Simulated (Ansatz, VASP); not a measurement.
BeC in VASP and in Ansatz

```xyz
4
Lattice="3.1876 0.0000 0.0000 -1.5938 2.7605 0.0000 0.0000 0.0000 3.6975" Properties=species:S:1:pos:R:3 pbc="T T T"
Be    0.0000    1.8403    2.7731
Be    1.5938    0.9202    0.9244
C     0.0000    1.8403    0.9244
C     1.5938    0.9202    2.7731
```

Change from the starting cell: species swapped into the SiC type (P6_3mc, No. 186).

Alike in both runs: functional PBE; k mesh 6 × 6 × 6; occupations gaussian, width 0.1 eV; no spin polarisation.

Ansatz relaxed the structure, and its values are those at the end. VASP's run is a single point on that final structure, the one shown.

|  | VASP | Ansatz |
| --- | --- | --- |
| version | VASP 6.6.1 | Ansatz 0.2.0 |
| potentials or method | VASP PAW PBE potentials, release 64 (Be, C) | scalar-relativistic, plane waves, PAW |
| plane-wave cutoff (eV) | 520 | 420 |
| valence electrons in the cell | 12 | 12 |

```csv
,VASP,Ansatz,Ansatz less VASP
gap on the k mesh at the Fermi level (eV),none,none,-
pressure (GPa),0.2,0.0,-0.23
```

A gap of «none» marks a metal or a gap that the smearing closes. The functional is the same, so the differences come from potentials, cutoffs and numerics.

Caveats: the k mesh is coarse (spacing up to 0.38 Å⁻¹), so the values aren't converged.
